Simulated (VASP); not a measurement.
Crystal: KF (Carobbiite).

```xyz
2
Lattice="0.0000 2.6719 2.6719 2.6719 0.0000 2.6719 2.6719 2.6719 0.0000" Properties=species:S:1:pos:R:3 pbc="T T T"
K     0.0000    0.0000    0.0000
F     2.6719    2.6719    2.6719
```

Base run:

```yaml
Program: VASP 6.6.1
Functional: r2SCAN
Potentials_or_basis: VASP PAW PBE potentials, release 64 (K_sv, F)
Cutoff: 520 eV
k_mesh: 10 × 10 × 10
Occupations: gaussian, width 0.02 eV
Spin: no spin polarisation
```

Its results: band gap on the k mesh 6.83 eV, direct.

Problem. The run is repeated on the same cell with these changes: functional from r2SCAN to PBE. What comes out?

Solution. Band gap on the k mesh 6.17 eV, direct.

r2SCAN gives the wider gap, since meta-GGAs in the generalised Kohn-Sham scheme recover part of the derivative discontinuity.
